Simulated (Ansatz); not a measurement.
**GaN (P6_3mc): the equilibrium volume**

At what volume is GaN (P6_3mc) free of pressure?

Method: DFT PBEsol, scalar-relativistic, plane waves, PAW, in Ansatz 0.2.0.

3 further runs of the same task are left out: 3 set aside as unsound or not needed. Runs told in other sessions of the task aren't counted.

## Step 1: The system as given

Symmetry: P6_3mc, No. 186, hexagonal system. The conventional cell has a = 3.189 Å, b = 3.189 Å, c = 5.192 Å, α = 90.00°, β = 90.00°, γ = 120.00°. Ga (site symmetry 3m) is surrounded by 4 N at 1.95 to 1.96 Å. N (site symmetry 3m) has 4 Ga at 1.95 to 1.96 Å in its first shell of neighbours.

Structure file:

```cif
data_structure
_symmetry_space_group_name_H-M 'P 1'
_symmetry_Int_Tables_number 1
_cell_length_a 3.1889
_cell_length_b 3.1889
_cell_length_c 5.1924
_cell_angle_alpha 90.000
_cell_angle_beta 90.000
_cell_angle_gamma 120.000
_cell_volume 45.73
loop_
_atom_site_label
_atom_site_type_symbol
_atom_site_fract_x
_atom_site_fract_y
_atom_site_fract_z
_atom_site_occupancy
Ga1 Ga 0.66667 0.33333 0.49908 1
Ga2 Ga 0.33333 0.66667 0.99908 1
N1 N 0.66667 0.33333 0.87592 1
N2 N 0.33333 0.66667 0.37592 1
```

## Step 2: The first run (PBEsol, 6×6×4 mesh)

Contents of input.yaml:

```yaml
crystal:
  lattice:
    - [3.1889304035, 0.0, 0.0]
    - [-1.5944652018, 2.7616947404, 0.0]
    - [0.0, 0.0, 5.19235725]
  atoms:
    - { symbol: Ga, position: [0.66666667, 0.33333333, 0.49908371] }
    - { symbol: Ga, position: [0.33333333, 0.66666667, 0.99908371] }
    - { symbol: "N", position: [0.66666667, 0.33333333, 0.87591629] }
    - { symbol: "N", position: [0.33333333, 0.66666667, 0.37591629] }
basis:
  ecutwfc: 420
kpoints:
  mp_grid: { grid: [6, 6, 4] }
hamiltonian:
  xc: pbesol
scf:
  occupations: { method: gaussian, width: 0.1 }
output:
  forces: true
  stress: true
  eigenvalues: true
```

The run is started by

```console
$ ansatz run input.yaml --threads 8 --pin off --max-ram 16384MiB --backend cpu --events-out ev --progress --plain --runs-dir out
```

After this run come: Full relaxation.

**Question.** What will these runs give? Wanted: volume; pressure; conventional cell; gap on the mesh.

**Answer**, as computed:

| quantity | value |
| --- | --- |
| volume | 11.372 Å³/atom |
| pressure | -0.02 GPa |
| conventional cell | a = 3.183 Å, b = 3.183 Å, c = 5.185 Å, α = 90.00°, β = 90.00°, γ = 120.00° |
| gap on the mesh | 1.88 eV |

From the first run shown, the volume went from 11.43 to 11.37 Å³/atom (-0.5 %) in 2 runs, where the pressure is zero within 0.02 GPa.

The gaps are Kohn-Sham values of a semilocal functional, not quasiparticle or optical gaps. Such gaps usually fall short of the measured ones.
